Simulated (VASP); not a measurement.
**GaSb: single point with revPBE+D3(BJ)**

**The experiment to reproduce.**

A printed reference work, data compilation reports, for a bulk crystal of GaSb at 4.2 K: band gap 0.811 eV (direct).

GaSb:

```
CELL_PARAMETERS angstrom
0.00000 3.05038 3.05038
3.05038 0.00000 3.05038
3.05038 3.05038 0.00000
ATOMIC_POSITIONS crystal
Sb 0.75000 0.75000 0.75000
Ga 0.00000 0.00000 0.00000
```

```json
{
 "Program": "VASP 6.6.1",
 "Task": "single point",
 "Functional": "revPBE",
 "Dispersion": "D3(BJ)",
 "Potentials or basis": "VASP PAW PBE potentials, release 64 (Sb, Ga_d)",
 "Cutoff": "520 eV",
 "k mesh": "8 × 8 × 8",
 "Occupations": "fermi-dirac, width 0.05 eV",
 "Spin": "no spin polarisation",
 "Dipole correction": "no",
 "Further INCAR settings": "ALGO = Normal; EDIFF = 1e-06; NBANDS = 16"
}
```

- Pressure: 0.1 GPa
- Band gap on the k mesh: 0.17 eV, direct
- Dispersion energy per atom: -0.633 eV

Levels at points of the mesh, in eV from the valence-band top:
| k point | band 7 | band 8 | band 9 | band 10 | band 11 | band 12 |
| --- | --- | --- | --- | --- | --- | --- |
| (0.00, 0.00, 0.00) | 0.00 | 0.00 | 0.00 | 0.17 | 2.78 | 2.78 |
| (0.50, 0.00, 0.00) | -6.38 | -1.17 | -1.17 | 0.48 | 3.76 | 3.76 |
| (0.50, 0.50, 0.00) | -6.83 | -2.60 | -2.60 | 0.95 | 1.30 | 8.76 |

Wall time 22 s on 1 thread of Intel(R) Xeon(R) Platinum 8259CL CPU @ 2.50GHz (Skylake/Cascade Lake), with other jobs on the host, peak memory 0.19 GiB.

A measured gap of GaSb is 0.811 eV (direct; 4.2 K; a printed reference work, data compilation); the calculated 0.17 eV misses it by -0.64 eV. Spin-orbit coupling on Ga, Sb is left out. The value is that of revPBE+D3(BJ) on a finite k mesh, which can miss the band edges, without temperature or zero-point motion. Semilocal functionals fall short of measured gaps as a rule.

Caveat: the PAW data sets were made with another functional, which shifts forces and pressure a little; spin-orbit coupling is left out, which moves the levels of the heavy elements.
